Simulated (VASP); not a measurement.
# SiC (P6_3mc) in VASP: notebook

Aim: see how the results for SiC move with the level of theory and the settings. Levels: LDA, r2SCAN+rVV10. Tasks: relaxation of cell and atoms.

Everything below comes from runs of VASP 6.6.1. Logs are shortened: lines on timing, memory, paths and dates and some standing lists are left out, and cuts for length are marked.

## (1) The crystal as given

It takes space group P6_3mc (No. 186, hexagonal). The conventional cell has a = 3.076 Å, b = 3.076 Å, c = 10.071 Å, α = 90.00°, β = 90.00°, γ = 120.00°. Si (site symmetry 3m) is surrounded by 4 C at 1.88 to 1.89 Å. Si (site symmetry 3m) is surrounded by 4 C at 1.88 to 1.89 Å. C (site symmetry 3m) is surrounded by 4 Si at 1.88 to 1.89 Å. C (site symmetry 3m) is surrounded by 4 Si at 1.88 to 1.89 Å.

The cell is a database's computed one.

## (2) Relaxation of cell and atoms, LDA

INCAR

```
PREC = Accurate ; ENCUT = 600
EDIFF = 1E-6 ; ISMEAR = 0
SIGMA = 0.03 ; LREAL = False
LASPH = True ; NELM = 80
ALGO = Normal ; ISIF = 3
LWAVE = False ; LCHARG = False
IBRION = 2 ; NSW = 90
EDIFFG = -0.01 ; KPAR = 2
```

KPOINTS

```
Automatic mesh
0
Gamma
  12 12 3
```

POSCAR

```
SiC
1.0
    3.0756941500      0.0000000000      0.0000000000
   -1.5378470700      2.6636292700      0.0000000000
    0.0000000000      0.0000000000     10.0706464800
Si C
4 4
Direct
    0.6666666700      0.3333333300      0.9378419800
    0.3333333300      0.6666666700      0.4378419800
    0.0000000000      0.0000000000      0.6878943800
    0.0000000000      0.0000000000      0.1878943800
    0.6666666700      0.3333333300      0.7498025900
    0.3333333300      0.6666666700      0.2498025900
    0.0000000000      0.0000000000      0.5004600500
    0.0000000000      0.0000000000      0.0004600500
```

Potentials or basis: VASP PAW LDA potentials, release 64 (Si, C).

Launch:

```
> cat potpaw_LDA.64/Si/POTCAR potpaw_LDA.64/C/POTCAR > POTCAR
> mpirun -np 2 vasp_std > vasp.out
```

OUTCAR:

```text
PREC = Accurate
   ENCUT = 600
   EDIFF = 1E-6
   ISMEAR = 0
   LREAL = False
   LASPH = True
   NELM = 80
   ISIF = 3
   IBRION = 2
   NSW = 90
   EDIFFG = -0.01

 ion  position               nearest neighbor table
   1  0.667  0.333  0.938-   8 1.88   8 1.88   8 1.88   5 1.89   3 3.08   3 3.08   3 3.08   4 3.08
                             4 3.08   4 3.08
   2  0.333  0.667  0.438-   7 1.88   7 1.88   7 1.88   6 1.89   4 3.08   4 3.08   4 3.08   3 3.08
                             3 3.08   3 3.08
   3  0.000  0.000  0.688-   5 1.88   5 1.88   5 1.88   7 1.89   1 3.08   1 3.08   1 3.08   2 3.08
                             2 3.08   2 3.08
   4  0.000  0.000  0.188-   6 1.88   6 1.88   6 1.88   8 1.89   2 3.08   2 3.08   2 3.08   1 3.08
                             1 3.08   1 3.08
   5  0.667  0.333  0.750-   3 1.88   3 1.88   3 1.88   1 1.89
   6  0.333  0.667  0.250-   4 1.88   4 1.88   4 1.88   2 1.89
   7  0.000  0.000  0.500-   2 1.88   2 1.88   2 1.88   3 1.89
   8  0.000  0.000  0.000-   1 1.88   1 1.88   1 1.88   4 1.89

  LATTYP: Found a hexagonal cell.
 ALAT       =     3.0756941500
 C/A-ratio  =     3.2742678527

  Lattice vectors:

 A1 = (   3.0756941500,   0.0000000000,   0.0000000000)
 A2 = (  -1.5378470700,   2.6636292700,   0.0000000000)
 A3 = (   0.0000000000,   0.0000000000,  10.0706464800)

Analysis of symmetry for initial positions (statically):
=====================================================================
 Subroutine PRICEL returns:
 Original cell was already a primitive cell.

 Routine SETGRP: Setting up the symmetry group for a
 hexagonal supercell.

 Subroutine GETGRP returns: Found 12 space group operations
 (whereof  6 operations were pure point group operations)
 out of a pool of 24 trial point group operations.

The static configuration has the point symmetry C_3v.
 The point group associated with its full space group is C_6v.

Analysis of symmetry for dynamics (positions and initial velocities):
=====================================================================
 Subroutine PRICEL returns:
 Original cell was already a primitive cell.

 Routine SETGRP: Setting up the symmetry group for a
 hexagonal supercell.

 Subroutine GETGRP returns: Found 12 space group operations
 (whereof  6 operations were pure point group operations)
 out of a pool of 24 trial point group operations.

The dynamic configuration has the point symmetry C_3v.
 The point group associated with its full space group is C_6v.

 Subroutine INISYM returns: Found 12 space group operations
 (whereof  6 operations are pure point group operations),
 and found     1 'primitive' translations

----------------------------------------------------------------------------------------

                                     Primitive cell

  volume of cell :      82.5039

  direct lattice vectors                    reciprocal lattice vectors
     3.075694150  0.000000000  0.000000000     0.325129857  0.187713810  0.000000000
    -1.537847070  2.663629270  0.000000000     0.000000000  0.375427621  0.000000000
     0.000000000  0.000000000 10.070646480     0.000000000  0.000000000  0.099298491

  length of vectors
     3.075694150  3.075694149 10.070646480     0.375427621  0.375427621  0.099298491

  position of ions in fractional coordinates (direct lattice)
     0.666666670  0.333333330  0.937841980
     0.333333330  0.666666670  0.437841980
     0.000000000  0.000000000  0.687894380
     0.000000000  0.000000000  0.187894380
     0.666666670  0.333333330  0.749802590
     0.333333330  0.666666670  0.249802590
     0.000000000  0.000000000  0.500460050
     0.000000000  0.000000000  0.000460050

  ion indices of the primitive-cell ions
   primitive index   ion index
                 1           1
                 2           2
                 3           3
                 4           4
                 5           5
                 6           6
                 7           7
                 8           8

----------------------------------------------------------------------------------------

 KPOINTS: Automatic mesh

Automatic generation of k-mesh.
 Grid dimensions read from file:
 generate k-points for:   12   12    3

 Generating k-lattice:

  Cartesian coordinates                     Fractional coordinates (reciprocal lattice)
     0.027094155  0.015642817  0.000000000     0.083333333  0.000000000  0.000000000
     0.000000000  0.031285635  0.000000000     0.000000000  0.083333333  0.000000000
     0.000000000  0.000000000  0.033099497     0.000000000  0.000000000  0.333333333

  Length of vectors
     0.031285635  0.031285635  0.033099497

  Shift w.r.t. Gamma in fractional coordinates (k-lattice)
     0.000000000  0.000000000  0.000000000

 Subroutine IBZKPT returns following result:
 ===========================================

 Found     38 irreducible k-points:

 Following reciprocal coordinates:
            Coordinates               Weight
  0.000000  0.000000  0.000000      1.000000
  0.083333  0.000000  0.000000      6.000000
  0.166667  0.000000  0.000000      6.000000
  0.250000  0.000000  0.000000      6.000000
  0.333333  0.000000  0.000000      6.000000
  0.416667  0.000000  0.000000      6.000000
[... 16 lines left out ...]
  0.250000  0.000000  0.333333     12.000000
  0.333333  0.000000  0.333333     12.000000
 [... further k-points ...]
   k-points           NKPTS =     38   k-points in BZ     NKDIM =     38   number of bands    NBANDS=     21
   number of dos      NEDOS =    301   number of ions     NIONS =      8
   total plane-waves  NPLWV =  62720
   dimension x,y,z NGX =    28 NGY =   28 NGZ =   80
   dimension x,y,z NGXF=    56 NGYF=   56 NGZF=  160
   ions per type =               4   4
   NGX,Y,Z   is equivalent  to a cutoff of  15.13, 15.13, 13.21 a.u.
   NGXF,Y,Z  is equivalent  to a cutoff of  30.27, 30.27, 26.41 a.u.
 SYSTEM =  unknown system
   PREC   = accura    normal or accurate (medium, high low for compatibility)
   ISTART =      0    job   : 0-new  1-cont  2-samecut
   ICHARG =      2    charge: 1-file 2-atom 10-const
   ISPIN  =      1    spin polarized calculation?
   LNONCOLLINEAR =      F non collinear calculations
   LSORBIT =      F    spin-orbit coupling
   LASPH  =      T    aspherical Exc in radial PAW
   ENCUT  =  600.0 eV  44.10 Ry    6.64 a.u.   6.14  6.14 20.11*2*pi/ulx,y,z
   NELM   =     80;   NELMIN=  2; NELMDL= -5     # of ELM steps
   EDIFF  = 0.1E-05   stopping-criterion for ELM
   LREAL  =      F    real-space projection
   EDIFFG = -.1E-01   stopping-criterion for IOM
   NSW    =     90    number of steps for IOM
   IBRION =      2    ionic relax: 0-MD 1-quasi-New 2-CG
   NFREE  =      1    steps in history (QN), initial steepest desc. (CG)
   ISIF   =      3    stress and relaxation
   ISYM   =      2    0-nonsym 1-usesym 2-fastsym
   POTIM  = 0.5000    time-step for ionic-motion
   TEBEG  =    0.0;   TEEND  =   0.0 temperature during run
   PSTRESS=    0.0 pullay stress
   NELECT =      32.0000    total number of electrons
   NUPDOWN=      -1.0000    fix difference up-down
   EMIN   =  10.00;   EMAX   =-10.00  energy-range for DOS
   EFERMI =   0.00;   METHOD = LEGACY
   ISMEAR =     0;   SIGMA  =   0.03  broadening in eV -4-tet -1-fermi 0-gaus
   EFERMI_NEDOS =   21; number of points for ismear=-14 and -15
   IALGO  =     38    algorithm
   IMIX   =      4    mixing-type and parameters
     AMIX     =   0.40;   BMIX     =  1.00
     AMIX_MAG =   1.60;   BMIX_MAG =  1.00
  volume/ion in A,a.u.               =      10.31        69.60
  Fermi-wavevector in a.u.,A,eV,Ry     =   1.193897  2.256138 19.393597  1.425389
  Thomas-Fermi vector in A             =   2.329900
   LORBIT       =      0    0 simple, 1 ext, 2 COOP (PROOUT), +10 PAW based schemes
   GGA     = CA    functional components
   LHFCALC =     F    Hartree Fock is set to
   AEXX    =    0.0000 exact exchange contribution
   IVDW    =     0    specifies the selected vdW correction
   LEPSILON=     F    determine dielectric tensor
   LRPA    =     F    only Hartree local field effects (RPA)
 conjugate gradient relaxation of ions
 non-spin polarized calculation
 Gauss-broadening in eV      SIGMA  =   0.03
  energy-cutoff  :      600.00
  volume of cell :       82.50
 maximum number of plane-waves:      2790
 NGX is ok and might be reduce to    28
   NGX = 13   NGY = 13   NGZ = 41

--------------------------------------- Ionic step        1  -------------------------------------------

 number of electron      32.0000002 magnetization

 Free energy of the ion-electron system (eV)
  ---------------------------------------------------
  ext. energy  EPLUGINS =         0.00000000
  ---------------------------------------------------
  free energy    TOTEN  =       -66.57611821 eV

  energy without entropy =      -66.57611821  energy(sigma->0) =      -66.57611821

------------------------ aborting loop because EDIFF is reached ----------------------------------------

  FORCE on cell =-STRESS in cart. coord.  units (eV):
  Direction    XX          YY          ZZ          XY          YZ          ZX
  --------------------------------------------------------------------------------------
  -------------------------------------------------------------------------------------
  Total       -1.8282220     -1.8282220     -1.8499825     -0.0000000      0.0000000     -0.0000000
  in kB      -35.5030153    -35.5030154    -35.9255924     -0.0000001      0.0000000     -0.0000000
  external PRESSURE =     -35.6438744 kB  Pullay stress =       0.0000000 kB
[... 69 lines left out ...]
  energy  without entropy=      -66.5732530404  energy(sigma->0) =      -66.57325304

--------------------------------------- Ionic step        3  -------------------------------------------

 number of electron      32.0000002 magnetization

 Free energy of the ion-electron system (eV)
  ---------------------------------------------------
  ext. energy  EPLUGINS =         0.00000000
  ---------------------------------------------------
  free energy    TOTEN  =       -66.59091131 eV

  energy without entropy =      -66.59091131  energy(sigma->0) =      -66.59091131

 E-fermi :   8.5359     XC(G=0): -11.6353

 val. band max:        8.3477107737   @ k =   0.0000   0.0000   0.0000
 cond. band min:      10.5198717663   @ k =   0.5000   0.0000   0.0000
 fundamental gap:      2.1721609926
 Fermi energy:         8.5359311135

 k-point     1 :       0.0000    0.0000    0.0000
  band No.  band energies     occupation
      1      -7.1956      2.00000
      2      -5.9948      2.00000
      3      -5.9582      2.00000
      4      -3.5068      2.00000
      5      -0.3897      2.00000
      6       3.9533      2.00000
[... 550 lines left out ...]
      5       1.0995      2.00000
      6       1.4758      2.00000
[... 13 lines left out ...]
     20      13.6353      0.00000
     21      14.1438      0.00000

 [... further k-points ...]
[... 5 lines left out ...]
  --------------------------------------------------------------------------------------
  -------------------------------------------------------------------------------------
  Total        0.0052310      0.0052310     -0.0237110      0.0000000      0.0000000     -0.0000000
  in kB        0.1032197      0.1032197     -0.4678737      0.0000000      0.0000000     -0.0000000
  external PRESSURE =      -0.0871448 kB  Pullay stress =       0.0000000 kB
[... 23 lines left out ...]
  FREE ENERGIE OF THE ION-ELECTRON SYSTEM (eV)
  ---------------------------------------------------
  free  energy   TOTEN  =       -66.5909113058 eV

  energy  without entropy=      -66.5909113058  energy(sigma->0) =      -66.59091131

 reached required accuracy - stopping structural energy minimisation
```

Run time: 58 s. Hardware: 2 MPI ranks of AMD EPYC 9R45 (Zen 5), shared host; peak memory 0.2 GiB.

What came out:

```yaml
Free_energy: -66.5909 eV
Relaxed_volume: 10.15 Å³/atom
Relaxed_cell: a = 3.059 Å, b = 3.059 Å, c = 10.017 Å, α = 90.00°, β = 90.00°, γ = 120.00°
Space_group_after_relaxing_to_0.05_Å: P6_3mc (No. 186)
Energy_gained_by_relaxing: 1.8 meV/atom
Ionic_steps: 3
Pressure_after_relaxing: 0.0 GPa
Largest_force_after_relaxing: 0.004 eV/Å
Band_gap_on_the_k_mesh: 2.17 eV, indirect (least direct gap 3.30 eV)
```

Forces in eV/Å, atoms in the order of the input:
```
Si   0.000  0.000 -0.004
Si   0.000  0.000 -0.004
Si   0.000  0.000  0.002
Si   0.000  0.000  0.002
C    0.000  0.000  0.002
C    0.000  0.000  0.002
C    0.000  0.000 -0.001
C    0.000  0.000 -0.001
```

The path:
| step | energy change (eV) | largest force (eV/Å) | pressure (GPa) | volume (Å³) |
| --- | --- | --- | --- | --- |
| 1 | 0.0000 | 0.0045 | -3.56 | 82.50 |
| 2 | 0.0029 | 0.0134 | 4.11 | 79.79 |
| 3 | -0.0148 | 0.0039 | -0.01 | 81.20 |

Final structure:
```cif
data_structure
_symmetry_space_group_name_H-M 'P 1'
_symmetry_Int_Tables_number 1
_cell_length_a 3.0594
_cell_length_b 3.0594
_cell_length_c 10.0167
_cell_angle_alpha 90.000
_cell_angle_beta 90.000
_cell_angle_gamma 120.000
_cell_volume 81.20
loop_
_atom_site_label
_atom_site_type_symbol
_atom_site_fract_x
_atom_site_fract_y
_atom_site_fract_z
_atom_site_occupancy
Si1 Si 0.66667 0.33333 0.93785 1
Si2 Si 0.33333 0.66667 0.43785 1
Si3 Si 0.00000 0.00000 0.68789 1
Si4 Si 0.00000 0.00000 0.18789 1
C1 C 0.66667 0.33333 0.74980 1
C2 C 0.33333 0.66667 0.24980 1
C3 C 0.00000 0.00000 0.50046 1
C4 C 0.00000 0.00000 0.00046 1
```

Caveat: an odd mesh through Γ misses points on the zone boundary, where band edges often lie. Expect the measured gap to be larger: semilocal functionals such as LDA lack the derivative discontinuity.

## (3) Relaxation of cell and atoms, LDA

This run uses another cell than the first one, of 10.15 Å³/atom, 0.984 times its volume.

INCAR

```
PREC = Accurate ; ENCUT = 600
EDIFF = 1E-7 ; ISMEAR = 0
SIGMA = 0.03 ; LREAL = False
LASPH = True ; NELM = 80
ALGO = Normal ; ISIF = 3
LWAVE = False ; LCHARG = False
IBRION = 2 ; NSW = 90
EDIFFG = -0.005 ; KPAR = 2
```

KPOINTS is that of step 2.

POSCAR

```
SiC                                     
1.0
    3.0594143978     -0.0000000000     -0.0000000000
   -1.5297071939      2.6495305910      0.0000000000
    0.0000000000      0.0000000000     10.0167077529
  Si              C             
     4     4
Direct
     0.6666666699999979    0.3333333300000021    0.9378521598733138
     0.3333333300000021    0.6666666699999979    0.4378521598733138
     0.0000000000000000    0.0000000000000000    0.6878868345713589
     0.0000000000000000    0.0000000000000000    0.1878868345713589
     0.6666666699999979    0.3333333300000021    0.7498042481067914
     0.3333333300000021    0.6666666699999979    0.2498042481067914
     0.0000000000000000    0.0000000000000000    0.5004557574485432
     0.0000000000000000    0.0000000000000000    0.0004557574485432
```

Potentials or basis: VASP PAW LDA potentials, release 64 (Si, C).

Launch:

```
> cat potpaw_LDA.64/Si/POTCAR potpaw_LDA.64/C/POTCAR > POTCAR
> mpirun -np 2 vasp_std > vasp.out
```

It took 24 s on 2 MPI ranks of AMD EPYC 9R45 (Zen 5), shared host; peak memory 0.18 GiB.

Results (log left out):

- Free energy: -66.5892 eV
- Pressure after relaxing: 0.0 GPa
- Largest force after relaxing: 0.004 eV/Å
- Band gap on the k mesh: 2.17 eV, indirect (least direct gap 3.30 eV)

Forces on the atoms (eV/Å):
```
Si   0.000  0.000 -0.004
Si   0.000  0.000 -0.004
Si   0.000  0.000  0.002
Si   0.000  0.000  0.002
C    0.000  0.000  0.002
C    0.000  0.000  0.002
C    0.000  0.000 -0.001
C    0.000  0.000 -0.001
```

Final structure:
```
Si C
1.0
     3.05941    0.00000    0.00000
    -1.52971    2.64953    0.00000
     0.00000    0.00000   10.01671
Si C
4 4
Direct
  0.66667 0.33333 0.93785
  0.33333 0.66667 0.43785
  0.00000 0.00000 0.68789
  0.00000 0.00000 0.18789
  0.66667 0.33333 0.74980
  0.33333 0.66667 0.24980
  0.00000 0.00000 0.50046
  0.00000 0.00000 0.00046
```

Levels at points of the mesh, in eV from the valence-band top:
```csv
k point,band 13,band 14,band 15,band 16,band 17,band 18,band 19,band 20
"(0.00, 0.00, 0.00)",-0.59,-0.05,0.00,0.00,5.21,5.78,6.42,6.55
"(0.50, 0.00, 0.00)",-2.39,-2.24,-1.59,-1.13,2.17,2.30,4.18,4.77
```

Caveat: the relaxation stopped at its first step, so nothing moved; an odd mesh through Γ misses points on the zone boundary, where band edges often lie.

## (4) Relaxation of cell and atoms, r2SCAN+rVV10

INCAR

```
SYSTEM = SiC
PREC     = Accurate       ! precision mode
ENCUT    = 600            ! plane-wave cutoff, eV
EDIFF    = 1E-6           ! SCF threshold, eV
ISMEAR   = 0              ! smearing method
SIGMA    = 0.03           ! smearing width, eV
LREAL    = .False.        ! projectors in reciprocal space
LASPH    = .True.         ! aspherical terms in the spheres
NELM     = 80             ! most SCF steps
ALGO     = Normal         ! electronic algorithm
ISIF     = 3              ! what is computed and relaxed
LWAVE    = .False.        ! write WAVECAR
LCHARG   = .False.        ! write CHGCAR
METAGGA  = R2SCAN         ! meta-GGA
LMIXTAU  = .True.       
LUSE_VDW = .True.       
IVDW_NL  = 2            
BPARAM   = 11.95        
CPARAM   = 0.0093       
IBRION   = 2              ! ionic algorithm
NSW      = 90             ! ionic steps
EDIFFG   = -0.01          ! ionic threshold
KPAR     = 2
```

KPOINTS

```
Automatic mesh
0
Gamma
  12 12 3
  0 0 0
```

POSCAR

```
SiC
1.0
    3.0756941500      0.0000000000      0.0000000000
   -1.5378470700      2.6636292700      0.0000000000
    0.0000000000      0.0000000000     10.0706464800
Si C
4 4
Direct
    0.6666666700      0.3333333300      0.9378419800
    0.3333333300      0.6666666700      0.4378419800
    0.0000000000      0.0000000000      0.6878943800
    0.0000000000      0.0000000000      0.1878943800
    0.6666666700      0.3333333300      0.7498025900
    0.3333333300      0.6666666700      0.2498025900
    0.0000000000      0.0000000000      0.5004600500
    0.0000000000      0.0000000000      0.0004600500
```

Potentials or basis: VASP PAW PBE potentials, release 64 (Si, C).

Launch:

```
> cat potpaw_PBE.64/Si/POTCAR potpaw_PBE.64/C/POTCAR > POTCAR
> mpirun -np 2 vasp_std > vasp.out
```

It took 6.8 min on 2 MPI ranks of Intel Xeon 6975P-C (Granite Rapids), shared host; peak memory 0.49 GiB.

Results (log left out):

```yaml
Free_energy: -76.8952 eV
Relaxed_volume: 10.29 Å³/atom
Relaxed_cell: a = 3.073 Å, b = 3.073 Å, c = 10.063 Å, α = 90.00°, β = 90.00°, γ = 120.00°
Space_group_after_relaxing_to_0.05_Å: P6_3mc (No. 186)
Energy_gained_by_relaxing: 0.0 meV/atom
Ionic_steps: 3
Pressure_after_relaxing: 0.0 GPa
Band_gap_on_the_k_mesh: 2.58 eV, indirect (least direct gap 3.76 eV)
```

The path:
```tsv
step	energy change (eV)	largest force (eV/Å)	pressure (GPa)	volume (Å³)
1	0.0000	0.0039	-0.52	82.50
2	0.0001	0.0032	0.60	82.10
3	-0.0003	0.0010	0.00	82.31
```

Final structure:
```yaml
crystal:
  lattice:
    - [3.07331, 0.00000, 0.00000]
    - [-1.53665, 2.66156, 0.00000]
    - [0.00000, 0.00000, 10.06301]
  atoms:
    - { symbol: Si, position: [0.66667, 0.33333, 0.93784] }
    - { symbol: Si, position: [0.33333, 0.66667, 0.43784] }
    - { symbol: Si, position: [0.00000, 0.00000, 0.68789] }
    - { symbol: Si, position: [0.00000, 0.00000, 0.18789] }
    - { symbol: C, position: [0.66667, 0.33333, 0.74980] }
    - { symbol: C, position: [0.33333, 0.66667, 0.24980] }
    - { symbol: C, position: [0.00000, 0.00000, 0.50047] }
    - { symbol: C, position: [0.00000, 0.00000, 0.00047] }
```

Levels at points of the mesh, in eV from the valence-band top:
```csv
k point,band 14,band 15,band 16,band 17,band 18,band 19
"(0.00, 0.00, 0.00)",-0.05,0.00,0.00,5.69,6.28,6.92
"(0.50, 0.00, 0.00)",-2.34,-1.65,-1.18,2.58,2.74,4.71
```

Caveat: the PAW data sets were made with another functional, which shifts forces and pressure a little; an odd mesh through Γ misses points on the zone boundary, where band edges often lie.
